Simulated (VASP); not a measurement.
# CoPdO2 (R-3m) in VASP: reference runs

How does CoPdO2 come out in PBEsol? The cell is run as given.

Everything below comes from runs of VASP 6.6.1. Logs are shortened: lines on timing, memory, paths and dates and some standing lists are left out, and cuts for length are marked.

## Step 1: The structure

The structure is trigonal, space group R-3m (No. 166). The conventional cell has a = 2.863 Å, b = 2.863 Å, c = 17.873 Å, α = 90.00°, β = 90.00°, γ = 120.00°. Pd (site symmetry -3m) is surrounded by 2 O at 2.01 Å. Co (site symmetry -3m) is surrounded by 6 O at 1.92 Å. O (site symmetry 3m) is surrounded by 3 Co at 1.92 Å and 1 Pd at 2.01 Å.

The cell is a database's computed one.

## Step 2: Single point, PBEsol, collinear spin, ferromagnetic start

File INCAR:

```
SYSTEM = CoPdO2
ALGO = Normal ; EDIFF = 1E-7
ENCUT = 520 ; GGA = PS
ISIF = 2 ; ISMEAR = -1
ISPIN = 2 ; LASPH = .True.
LCHARG = .False. ; LMAXMIX = 4
LORBIT = 11 ; LREAL = .False.
LWAVE = .False. ; MAGMOM = 0 2 0 0
NBANDS = 28 ; NELM = 150
PREC = Accurate ; SIGMA = 0.05
```

File KPOINTS:

```
k-points
0
Gamma
  11 11 11
  0 0 0
```

File POSCAR:

```
CoPdO2
1.0
    1.4316899074      0.8265865534      5.9577715763
   -1.4316899074      0.8265865534      5.9577715763
    0.0000000000     -1.6531731068      5.9577715763
Pd Co O
1 1 2
Direct
    0.0000000000      0.0000000000      0.0000000000
    0.5000000000      0.5000000000      0.5000000000
    0.1124760000      0.1124760000      0.1124760000
    0.8875240000      0.8875240000      0.8875240000
```

Potentials or basis: VASP PAW PBE potentials, release 64 (Pd, Co, O).

Launch:

```bash
$ cat potpaw_PBE.64/Pd/POTCAR potpaw_PBE.64/Co/POTCAR potpaw_PBE.64/O/POTCAR > POTCAR
$ mpirun -np 1 vasp_std > vasp.out
```

OUTCAR:

```text
SYSTEM = CoPdO2
   EDIFF = 1E-7
   ENCUT = 520
   GGA = PS
   ISIF = 2
   ISMEAR = -1
   ISPIN = 2
   LASPH = .True.
   LORBIT = 11
   LREAL = .False.
   NELM = 150
   PREC = Accurate

 ion  position               nearest neighbor table
   1  0.000  0.000  0.000-   3 2.01   4 2.01
   2  0.500  0.500  0.500-   3 1.92   4 1.92   3 1.92   3 1.92   4 1.92   4 1.92
   3  0.112  0.112  0.112-   2 1.92   2 1.92   2 1.92   1 2.01
   4  0.888  0.888  0.888-   2 1.92   2 1.92   2 1.92   1 2.01

  LATTYP: Found a trigonal (rhomboedric) cell.
 ALAT       =     6.1828814865
 COS(alpha) =     0.8927626487

  Lattice vectors:

 A1 = (   1.4316899074,   0.8265865534,   5.9577715763)
 A2 = (  -1.4316899074,   0.8265865534,   5.9577715763)
 A3 = (   0.0000000000,  -1.6531731068,   5.9577715763)

Analysis of symmetry for initial positions (statically):
=====================================================================
 Subroutine PRICEL returns:
 Original cell was already a primitive cell.

 Routine SETGRP: Setting up the symmetry group for a
 trigonal (rhombohedral) supercell.

 Subroutine GETGRP returns: Found 12 space group operations
 (whereof 12 operations were pure point group operations)
 out of a pool of 12 trial point group operations.

The static configuration has the point symmetry D_3d.

Analysis of symmetry for dynamics (positions and initial velocities):
=====================================================================
 Subroutine PRICEL returns:
 Original cell was already a primitive cell.

 Routine SETGRP: Setting up the symmetry group for a
 trigonal (rhombohedral) supercell.

 Subroutine GETGRP returns: Found 12 space group operations
 (whereof 12 operations were pure point group operations)
 out of a pool of 12 trial point group operations.

The dynamic configuration has the point symmetry D_3d.

Analysis of structural, dynamic, and magnetic symmetry:
=====================================================================
 Subroutine PRICEL returns:
 Original cell was already a primitive cell.

 Routine SETGRP: Setting up the symmetry group for a
 trigonal (rhombohedral) supercell.

 Subroutine GETGRP returns: Found 12 space group operations
 (whereof 12 operations were pure point group operations)
 out of a pool of 12 trial point group operations.

The overall configuration has the point symmetry D_3d.

 Subroutine INISYM returns: Found 12 space group operations
 (whereof 12 operations are pure point group operations),
 and found     1 'primitive' translations

----------------------------------------------------------------------------------------

                                     Primitive cell

  volume of cell :      42.3031

  direct lattice vectors                    reciprocal lattice vectors
     1.431689907  0.826586553  5.957771576     0.349237637  0.201632444  0.055949331
    -1.431689907  0.826586553  5.957771576    -0.349237637  0.201632444  0.055949331
     0.000000000 -1.653173107  5.957771576     0.000000000 -0.403264887  0.055949331

  length of vectors
     6.182881487  6.182881487  6.182881487     0.407127618  0.407127618  0.407127618

  position of ions in fractional coordinates (direct lattice)
     0.000000000  0.000000000  0.000000000
     0.500000000  0.500000000  0.500000000
     0.112476000  0.112476000  0.112476000
     0.887524000  0.887524000  0.887524000

  ion indices of the primitive-cell ions
   primitive index   ion index
                 1           1
                 2           2
                 3           3
                 4           4

----------------------------------------------------------------------------------------

 KPOINTS: k-points

Automatic generation of k-mesh.
 Grid dimensions read from file:
 generate k-points for:   11   11   11

 Generating k-lattice:

  Cartesian coordinates                     Fractional coordinates (reciprocal lattice)
     0.031748876  0.018330222  0.005086303     0.090909091  0.000000000  0.000000000
    -0.031748876  0.018330222  0.005086303     0.000000000  0.090909091  0.000000000
     0.000000000 -0.036660444  0.005086303     0.000000000  0.000000000  0.090909091

  Length of vectors
     0.037011602  0.037011602  0.037011602

  Shift w.r.t. Gamma in fractional coordinates (k-lattice)
     0.000000000  0.000000000  0.000000000

 Subroutine IBZKPT returns following result:
 ===========================================

 Found    146 irreducible k-points:

 Following reciprocal coordinates:
            Coordinates               Weight
  0.000000  0.000000  0.000000      1.000000
  0.090909  0.000000 -0.000000      6.000000
  0.181818  0.000000 -0.000000      6.000000
  0.272727 -0.000000  0.000000      6.000000
  0.363636 -0.000000 -0.000000      6.000000
  0.454545 -0.000000 -0.000000      6.000000
[... 16 lines left out ...]
 -0.272727  0.181818  0.000000     12.000000
 -0.181818  0.181818  0.000000      6.000000
 [... further k-points ...]
   k-points           NKPTS =    146   k-points in BZ     NKDIM =    146   number of bands    NBANDS=     28
   number of dos      NEDOS =    301   number of ions     NIONS =      4
   total plane-waves  NPLWV = 110592
   dimension x,y,z NGX =    48 NGY =   48 NGZ =   48
   dimension x,y,z NGXF=    96 NGYF=   96 NGZF=   96
   ions per type =               1   1   2
   NGX,Y,Z   is equivalent  to a cutoff of  12.91, 12.91, 12.91 a.u.
   NGXF,Y,Z  is equivalent  to a cutoff of  25.81, 25.81, 25.81 a.u.
 SYSTEM =  CoPdO2
   PREC   = accura    normal or accurate (medium, high low for compatibility)
   ISTART =      0    job   : 0-new  1-cont  2-samecut
   ICHARG =      2    charge: 1-file 2-atom 10-const
   ISPIN  =      2    spin polarized calculation?
   LNONCOLLINEAR =      F non collinear calculations
   LSORBIT =      F    spin-orbit coupling
   LASPH  =      T    aspherical Exc in radial PAW
   ENCUT  =  520.0 eV  38.22 Ry    6.18 a.u.  11.50 11.50 11.50*2*pi/ulx,y,z
   NELM   =    150;   NELMIN=  2; NELMDL= -5     # of ELM steps
   EDIFF  = 0.1E-06   stopping-criterion for ELM
   LREAL  =      F    real-space projection
   EDIFFG = 0.1E-05   stopping-criterion for IOM
   NSW    =      0    number of steps for IOM
   IBRION =     -1    ionic relax: 0-MD 1-quasi-New 2-CG
   NFREE  =      0    steps in history (QN), initial steepest desc. (CG)
   ISIF   =      2    stress and relaxation
   ISYM   =      2    0-nonsym 1-usesym 2-fastsym
   POTIM  = 0.5000    time-step for ionic-motion
   TEBEG  =    0.0;   TEEND  =   0.0 temperature during run
   PSTRESS=    0.0 pullay stress
   NELECT =      31.0000    total number of electrons
   NUPDOWN=      -1.0000    fix difference up-down
   EMIN   =  10.00;   EMAX   =-10.00  energy-range for DOS
   EFERMI =   0.00;   METHOD = LEGACY
   ISMEAR =    -1;   SIGMA  =   0.05  broadening in eV -4-tet -1-fermi 0-gaus
   EFERMI_NEDOS =   21; number of points for ismear=-14 and -15
   IALGO  =     38    algorithm
   IMIX   =      4    mixing-type and parameters
     AMIX     =   0.40;   BMIX     =  1.00
     AMIX_MAG =   1.60;   BMIX_MAG =  1.00
  volume/ion in A,a.u.               =      10.58        71.37
  Fermi-wavevector in a.u.,A,eV,Ry     =   1.475949  2.789139 29.639266  2.178425
  Thomas-Fermi vector in A             =   2.590535
   LORBIT       =     11    0 simple, 1 ext, 2 COOP (PROOUT), +10 PAW based schemes
   GGA     = PS    functional components
   LHFCALC =     F    Hartree Fock is set to
   AEXX    =    0.0000 exact exchange contribution
   IVDW    =     0    specifies the selected vdW correction
   LEPSILON=     F    determine dielectric tensor
   LRPA    =     F    only Hartree local field effects (RPA)
 spin polarized calculation
  energy-cutoff  :      520.00
  volume of cell :       42.30
 maximum number of plane-waves:      1168
 NGX is ok and might be reduce to    48
   NGX = 23   NGY = 23   NGZ = 23

 number of electron      30.9999999 magnetization       0.0018335

 number of electron      30.9999999 magnetization      -0.0000121

 Free energy of the ion-electron system (eV)
  ---------------------------------------------------
  ext. energy  EPLUGINS =         0.00000000
  ---------------------------------------------------
  free energy    TOTEN  =       -27.70754582 eV

  energy without entropy =      -27.70459975  energy(sigma->0) =      -27.70607278

 E-fermi :   7.1910     XC(G=0): -12.5789

 val. band max:        7.0598844649   @ k =  -0.1818   0.1818   0.0000
 cond. band min:       7.3642965828   @ k =   0.4545   0.4545  -0.0000
 fundamental gap:      0.3044121179
 Fermi energy:         7.1910229125

 spin component 1

 k-point     1 :       0.0000    0.0000    0.0000
  band No.  band energies     occupation
      1     -13.4240      1.00000
      2     -11.5722      1.00000
      3      -1.1201      1.00000
      4       1.3249      1.00000
      5       1.3249      1.00000
      6       2.3566      1.00000
[... 19 lines left out ...]
     26      26.1935      0.00000
     27      28.5858      0.00000

 k-point     2 :       0.0909    0.0000   -0.0000
  band No.  band energies     occupation
      1     -13.3313      1.00000
      2     -11.5657      1.00000
      3      -1.0160      1.00000
      4       1.0980      1.00000
      5       1.3726      1.00000
      6       2.5088      1.00000
[... 19 lines left out ...]
     26      25.8484      0.00000
     27      27.9570      0.00000

 k-point     3 :       0.1818    0.0000   -0.0000
  band No.  band energies     occupation
      1     -13.0716      1.00000
      2     -11.5520      1.00000
      3      -0.7336      1.00000
      4       0.6805      1.00000
      5       1.5019      1.00000
      6       2.5276      1.00000
[... 594 lines left out ...]
      1     -12.1907      1.00000
      2     -11.5360      1.00000
      3      -0.1064      1.00000
      4       0.2611      1.00000
      5       1.1101      1.00000
      6       1.6153      1.00000
[... 19 lines left out ...]
     26      24.1910      0.00000
     27      25.1288      0.00000

 k-point    24 :      -0.1818    0.1818    0.0000
  band No.  band energies     occupation
      1     -12.5260      1.00000
      2     -11.5219      1.00000
      3      -0.2831      1.00000
      4       0.3374      1.00000
      5       1.3295      1.00000
      6       1.8004      1.00000
[... 19 lines left out ...]
     26      24.9883      0.00000
     27      25.5812      0.00000

 [... further k-points ...]

 spin component 2

 k-point     1 :       0.0000    0.0000    0.0000
  band No.  band energies     occupation
      1     -13.4240      1.00000
      2     -11.5722      1.00000
      3      -1.1202      1.00000
      4       1.3249      1.00000
      5       1.3249      1.00000
      6       2.3566      1.00000
[... 19 lines left out ...]
     26      26.1935      0.00000
     27      28.5858      0.00000

 k-point     2 :       0.0909    0.0000   -0.0000
  band No.  band energies     occupation
      1     -13.3313      1.00000
      2     -11.5657      1.00000
      3      -1.0160      1.00000
      4       1.0980      1.00000
      5       1.3726      1.00000
      6       2.5088      1.00000
[... 19 lines left out ...]
     26      25.8484      0.00000
     27      27.9570      0.00000

 k-point     3 :       0.1818    0.0000   -0.0000
  band No.  band energies     occupation
      1     -13.0716      1.00000
      2     -11.5520      1.00000
      3      -0.7336      1.00000
      4       0.6805      1.00000
      5       1.5018      1.00000
      6       2.5276      1.00000
[... 594 lines left out ...]
      1     -12.1907      1.00000
      2     -11.5360      1.00000
      3      -0.1064      1.00000
      4       0.2611      1.00000
      5       1.1101      1.00000
      6       1.6153      1.00000
[... 19 lines left out ...]
     26      24.1910      0.00000
     27      25.1288      0.00000

 k-point    24 :      -0.1818    0.1818    0.0000
  band No.  band energies     occupation
      1     -12.5260      1.00000
      2     -11.5219      1.00000
      3      -0.2831      1.00000
      4       0.3374      1.00000
      5       1.3295      1.00000
      6       1.8004      1.00000
[... 19 lines left out ...]
     26      24.9883      0.00000
     27      25.5812      0.00000

 [... further k-points ...]

 [bands above 27 left out]

------------------------ aborting loop because EDIFF is reached ----------------------------------------

  FORCE on cell =-STRESS in cart. coord.  units (eV):
  Direction    XX          YY          ZZ          XY          YZ          ZX
  --------------------------------------------------------------------------------------
  -------------------------------------------------------------------------------------
  Total       -2.6440368     -2.6440368     -3.2136019      0.0000000      0.0000000      0.0000000
  in kB     -100.1395610   -100.1395610   -121.7111206      0.0000000      0.0000000      0.0000000
  external PRESSURE =    -107.3300809 kB  Pullay stress =       0.0000000 kB

 VOLUME and BASIS-vectors are now :
 -----------------------------------------------------------------------------
  energy-cutoff  :      520.00
  volume of cell :       42.30
      direct lattice vectors                 reciprocal lattice vectors
     1.431689907  0.826586553  5.957771576     0.349237637  0.201632444  0.055949331
    -1.431689907  0.826586553  5.957771576    -0.349237637  0.201632444  0.055949331
     0.000000000 -1.653173107  5.957771576     0.000000000 -0.403264887  0.055949331

 POSITION                                       TOTAL-FORCE (eV/Angst)
 -----------------------------------------------------------------------------------
      0.00000      0.00000      0.00000         0.000000     -0.000000      0.000000
      0.00000      0.00000      8.93666         0.000000      0.000000     -0.000000
      0.00000      0.00000      2.01032         0.000000     -0.000000      0.194497
      0.00000      0.00000     15.86300         0.000000      0.000000     -0.194497
 -----------------------------------------------------------------------------------
    total drift:                                0.000000      0.000000     -0.000000

  FREE ENERGIE OF THE ION-ELECTRON SYSTEM (eV)
  ---------------------------------------------------
  free  energy   TOTEN  =       -27.7075458154 eV

  energy  without entropy=      -27.7045997472  energy(sigma->0) =      -27.70607278

 total charge

# of ion       s       p       d       tot
------------------------------------------
    1        0.459   0.451   8.432   9.342
    2        0.422   0.640   7.314   8.376
    3        1.554   3.405   0.000   4.958
    4        1.554   3.405   0.000   4.958
--------------------------------------------------
tot          3.989   7.900  15.746  27.635

 magnetization (x)

# of ion       s       p       d       tot
------------------------------------------
    1       -0.000  -0.000   0.000   0.000
    2        0.000   0.000  -0.000   0.000
    3       -0.000  -0.000   0.000  -0.000
    4       -0.000  -0.000   0.000  -0.000
--------------------------------------------------
tot          0.000  -0.000   0.000  -0.000
```

Run time: 26 min. Hardware: 1 thread of Intel Xeon Platinum 8488C (Sapphire Rapids), shared host; peak memory 0.59 GiB.

Results:

| Quantity | Value |
| --- | --- |
| Free energy | -27.7075 eV |
| Pressure | -10.7 GPa |
| Largest force | 0.194 eV/Å |
| Band gap on the k mesh | none (metal or under the smearing width) |
| Net moment | 0.00 μB per cell |
| Valence electrons inside the program's atomic spheres | Pd 9.34; Co 8.38; O 4.96 |

Forces on the atoms (eV/Å):
```
Pd   0.000  0.000  0.000
Co   0.000  0.000  0.000
O    0.000  0.000  0.194
O    0.000  0.000 -0.194
```

Stress tensor (GPa, compression positive):
```
-10.01   0.00   0.00
  0.00 -10.01   0.00
  0.00   0.00 -12.17
```

Caveat: the starting moments collapsed, and a magnetic state may lie lower; the PAW data sets were made with another functional, which shifts forces and pressure a little; semilocal functionals often make such compounds metallic where correlation or magnetic order opens a gap, which also shifts bond lengths.
